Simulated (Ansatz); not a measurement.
# CuO (Tenorite) (C2/c) in Ansatz: notebook, part 2 of 2

Ansatz 0.2.0.

## (4) Single point, BLYP, 9.53 Å³/atom (volume scaled by 0.94)

File input.yaml:

```yaml
crystal:
  lattice:
    - [2.2940437287, -1.6763657078, 0.0]
    - [2.2940437287, 1.6763657078, 0.0]
    - [-0.8326750593, 0.0, 4.9546185987]
  atoms:
    - { symbol: Cu, position: [0.5, 0.0, 0.5] }
    - { symbol: Cu, position: [0.0, 0.5, 0.0] }
    - { symbol: O, position: [0.4184, 0.5816, 0.75] }
    - { symbol: O, position: [0.5816, 0.4184, 0.25] }
hamiltonian:
  xc: blyp
  pseudopotentials: { kind: paw }
kpoints:
  mp_grid: { grid: [10, 10, 5] }
scf:
  occupations: { method: fermi_dirac, width: 0.05 }
output:
  forces: true
  stress: true
  eigenvalues: true
```

On the command line:

```bash
> ansatz run input.yaml --threads 2 --pin off --max-ram 5120MiB --backend cpu --events-out ev --progress --plain --runs-dir out
```

Wall time 4.4 s (2 threads of Arm Neoverse V1, shared host); peak memory 0.4 GiB.

The run converged. Its results:

```
Free energy            : -14404.2051 eV
Pressure               : 26.7 GPa
Largest force          : 0.011 eV/Å
Band gap on the k mesh : none (metal or under the smearing width)
```

Caveat: the pressure holds a Pulay correction of +0.9 GPa for the finite cutoff; the run has no spin polarisation, though such a crystal can be magnetic; semilocal functionals often make such compounds metallic where correlation or magnetic order opens a gap, which also shifts bond lengths; the PAW data sets come from PBE, with cores solved anew for the run's functional, which leaves a small shift of forces and pressure.

## (5) Single point, BLYP, 9.73 Å³/atom (volume scaled by 0.96)

input.yaml: that of step 4 with these lines changed.

```diff
@@ -2,5 +2,5 @@
   lattice:
-    - [2.2940437287, -1.6763657078, 0.0]
-    - [2.2940437287, 1.6763657078, 0.0]
-    - [-0.8326750593, 0.0, 4.9546185987]
+    - [2.3101994985, -1.6881714891, 0.0]
+    - [2.3101994985, 1.6881714891, 0.0]
+    - [-0.8385391614, 0.0, 4.9895114286]
   atoms:
@@ -21 +21,5 @@
   eigenvalues: true
+  write_density: true
+  write_potential: true
+  elf: true
+  volumetric_format: npy
```

On the command line:

```bash
> ansatz run input.yaml --threads 2 --pin off --max-ram 5120MiB --backend cpu --events-out ev --progress --plain --runs-dir out
```

Run time: 6.3 s. Hardware: 2 threads of Arm Neoverse V1, shared host; peak memory 0.4 GiB.

It converged, with:

* Free energy: -14404.3268 eV
* Pressure: 21.4 GPa
* Largest force: 0.089 eV/Å
* Band gap on the k mesh: none (metal or under the smearing width)

Caveat: the pressure holds a Pulay correction of +0.9 GPa for the finite cutoff; the run has no spin polarisation, though such a crystal can be magnetic; semilocal functionals often make such compounds metallic where correlation or magnetic order opens a gap, which also shifts bond lengths; the PAW data sets come from PBE, with cores solved anew for the run's functional, which leaves a small shift of forces and pressure.

## (6) Single point, BLYP, 9.93 Å³/atom (volume scaled by 0.98)

input.yaml: that of step 5 with these lines changed.

```diff
@@ -2,5 +2,5 @@
   lattice:
-    - [2.3101994985, -1.6881714891, 0.0]
-    - [2.3101994985, 1.6881714891, 0.0]
-    - [-0.8385391614, 0.0, 4.9895114286]
+    - [2.3261324123, -1.699814419, 0.0]
+    - [2.3261324123, 1.699814419, 0.0]
+    - [-0.8443223728, 0.0, 5.0239229397]
   atoms:
```

Potentials or basis: Ansatz PAW.

On the command line:

```bash
> ansatz run input.yaml --threads 2 --pin off --max-ram 5120MiB --backend cpu --events-out ev --progress --plain --runs-dir out
```

Run time: 6.3 s. Hardware: 2 threads of Arm Neoverse V1, shared host; peak memory 0.41 GiB.

Results (log left out):

| Property | Result |
| --- | --- |
| Free energy | -14404.4231 eV |
| Pressure | 16.7 GPa |
| Largest force | 0.161 eV/Å |
| Band gap on the k mesh | none (metal or under the smearing width) |

Caveat: the pressure holds a Pulay correction of +0.9 GPa for the finite cutoff; the run has no spin polarisation, though such a crystal can be magnetic; semilocal functionals often make such compounds metallic where correlation or magnetic order opens a gap, which also shifts bond lengths; the PAW data sets come from PBE, with cores solved anew for the run's functional, which leaves a small shift of forces and pressure.

## (7) Single point, BLYP, 10.13 Å³/atom

input.yaml: that of step 6 with these lines changed.

```diff
@@ -2,5 +2,5 @@
   lattice:
-    - [2.3261324123, -1.699814419, 0.0]
-    - [2.3261324123, 1.699814419, 0.0]
-    - [-0.8443223728, 0.0, 5.0239229397]
+    - [2.34185, -1.7113, 0.0]
+    - [2.34185, 1.7113, 0.0]
+    - [-0.8500274268, 0.0, 5.0578693947]
   atoms:
```

On the command line:

```bash
> ansatz run input.yaml --threads 2 --pin off --max-ram 5120MiB --backend cpu --events-out ev --progress --plain --runs-dir out
```

It took 6.5 s on 2 threads of Arm Neoverse V1, shared host; peak memory 0.41 GiB.

Results (log left out):

```yaml
Free_energy: -14404.4968 eV
Pressure: 12.5 GPa
Largest_force: 0.227 eV/Å
Band_gap_on_the_k_mesh: none (metal or under the smearing width)
```

Caveat: the pressure holds a Pulay correction of +0.9 GPa for the finite cutoff; the run has no spin polarisation, though such a crystal can be magnetic; semilocal functionals often make such compounds metallic where correlation or magnetic order opens a gap, which also shifts bond lengths; the PAW data sets come from PBE, with cores solved anew for the run's functional, which leaves a small shift of forces and pressure.

## (8) Single point, BLYP, 10.34 Å³/atom (volume scaled by 1.02)

input.yaml: that of step 7 with these lines changed.

```diff
@@ -2,5 +2,5 @@
   lattice:
-    - [2.34185, -1.7113, 0.0]
-    - [2.34185, 1.7113, 0.0]
-    - [-0.8500274268, 0.0, 5.0578693947]
+    - [2.3573593924, -1.7226334429, 0.0]
+    - [2.3573593924, 1.7226334429, 0.0]
+    - [-0.8556569116, 0.0, 5.0913661947]
   atoms:
```

On the command line:

```bash
> ansatz run input.yaml --threads 2 --pin off --max-ram 5120MiB --backend cpu --events-out ev --progress --plain --runs-dir out
```

It took 6.6 s on 2 threads of Arm Neoverse V1, shared host; peak memory 0.41 GiB.

It converged, with:

```yaml
Free_energy: -14404.5501 eV
Pressure: 8.7 GPa
Largest_force: 0.287 eV/Å
Band_gap_on_the_k_mesh: none (metal or under the smearing width)
```

Caveat: the pressure holds a Pulay correction of +0.9 GPa for the finite cutoff; the run has no spin polarisation, though such a crystal can be magnetic; semilocal functionals often make such compounds metallic where correlation or magnetic order opens a gap, which also shifts bond lengths; the PAW data sets come from PBE, with cores solved anew for the run's functional, which leaves a small shift of forces and pressure.

## (9) Single point, BLYP, 10.54 Å³/atom (volume scaled by 1.04)

input.yaml: that of step 8 with these lines changed.

```diff
@@ -2,5 +2,5 @@
   lattice:
-    - [2.3573593924, -1.7226334429, 0.0]
-    - [2.3573593924, 1.7226334429, 0.0]
-    - [-0.8556569116, 0.0, 5.0913661947]
+    - [2.3726673498, -1.7338196878, 0.0]
+    - [2.3726673498, 1.7338196878, 0.0]
+    - [-0.861213281, 0.0, 5.1244279405]
   atoms:
@@ -21,5 +21 @@
   eigenvalues: true
-  write_density: true
-  write_potential: true
-  elf: true
-  volumetric_format: npy
```

Potentials or basis: Ansatz PAW.

On the command line:

```bash
> ansatz run input.yaml --threads 2 --pin off --max-ram 5120MiB --backend cpu --events-out ev --progress --plain --runs-dir out
```

Run time: 4.7 s. Hardware: 2 threads of Arm Neoverse V1, shared host; peak memory 0.4 GiB.

The run converged. Its results:

```
Free energy            : -14404.5850 eV
Pressure               : 5.2 GPa
Largest force          : 0.342 eV/Å
Band gap on the k mesh : none (metal or under the smearing width)
```

Caveat: the pressure holds a Pulay correction of +0.8 GPa for the finite cutoff; the run has no spin polarisation, though such a crystal can be magnetic; semilocal functionals often make such compounds metallic where correlation or magnetic order opens a gap, which also shifts bond lengths; the PAW data sets come from PBE, with cores solved anew for the run's functional, which leaves a small shift of forces and pressure.

## (10) Single point, BLYP, 10.74 Å³/atom (volume scaled by 1.06)

input.yaml: that of step 9 with these lines changed.

```diff
@@ -2,5 +2,5 @@
   lattice:
-    - [2.3726673498, -1.7338196878, 0.0]
-    - [2.3726673498, 1.7338196878, 0.0]
-    - [-0.861213281, 0.0, 5.1244279405]
+    - [2.3877802882, -1.744863423, 0.0]
+    - [2.3877802882, 1.744863423, 0.0]
+    - [-0.8666988638, 0.0, 5.157068489]
   atoms:
```

On the command line:

```bash
> ansatz run input.yaml --threads 2 --pin off --max-ram 5120MiB --backend cpu --events-out ev --progress --plain --runs-dir out
```

Run time: 4.8 s. Hardware: 2 threads of Arm Neoverse V1, shared host; peak memory 0.41 GiB.

Results (log left out):

* Free energy: -14404.6035 eV
* Pressure: 2.1 GPa
* Largest force: 0.393 eV/Å
* Band gap on the k mesh: none (metal or under the smearing width)

Caveat: the pressure holds a Pulay correction of +0.8 GPa for the finite cutoff; the run has no spin polarisation, though such a crystal can be magnetic; semilocal functionals often make such compounds metallic where correlation or magnetic order opens a gap, which also shifts bond lengths; the PAW data sets come from PBE, with cores solved anew for the run's functional, which leaves a small shift of forces and pressure.

## (11) Equation of state, BLYP

This step only gathers the single runs of the series.

Results:

```
Equilibrium volume                        : 10.90 Å³/atom (rough: see the caveat)
Bulk modulus at fixed shape and positions : 145 GPa (rough)
```

Energy against volume, from the lowest point:
| volume (Å³/atom) | energy (meV/atom) |
| --- | --- |
| 9.527 | 99.60 |
| 9.730 | 69.17 |
| 9.932 | 45.09 |
| 10.135 | 26.68 |
| 10.338 | 13.35 |
| 10.540 | 4.62 |
| 10.743 | 0.00 |

Caveat: the potentials were made for another functional, which shifts forces and pressure; the minimum lies outside the volumes run; the cell was scaled at fixed shape and fractional positions, which overstates the stiffness of a crystal with free parameters, most of all of layers and chains; the run has no spin polarisation, though such a crystal can be magnetic.

## (12) Summary

```csv
task,level,U,k mesh,points for each segment of the path,hubbard projectors,double counting,gap on the mesh (eV)
phonons,LDA,-,8 × 8 × 5,-,-,-,none
band structure,PBE+U,Cu d U = 4.5 eV,10 × 10 × 5,14,ortho-atomic (the default),fll (the default),none
equation of state,BLYP,-,10 × 10 × 5,-,-,-,-
```

Alike in all rows: potentials or basis Ansatz PAW; no spin polarisation; cell as given; cutoff (eV) 420; smearing fermi-dirac 0.05 eV.

Caveats: the run has no spin polarisation, though such a crystal can be magnetic; semilocal functionals often make such compounds metallic where correlation or magnetic order opens a gap, which also shifts bond lengths (some runs); the PAW data sets come from PBE, with cores solved anew for the run's functional, which leaves a small shift of forces and pressure (some runs); U without spin polarisation on a metal has little footing (some runs); the potentials were made for another functional, which shifts forces and pressure (some runs); the minimum lies outside the volumes run (some runs); the cell was scaled at fixed shape and fractional positions, which overstates the stiffness of a crystal with free parameters, most of all of layers and chains (some runs).

Total energies depend on the potentials used, so only differences within one code and one set of settings carry meaning.
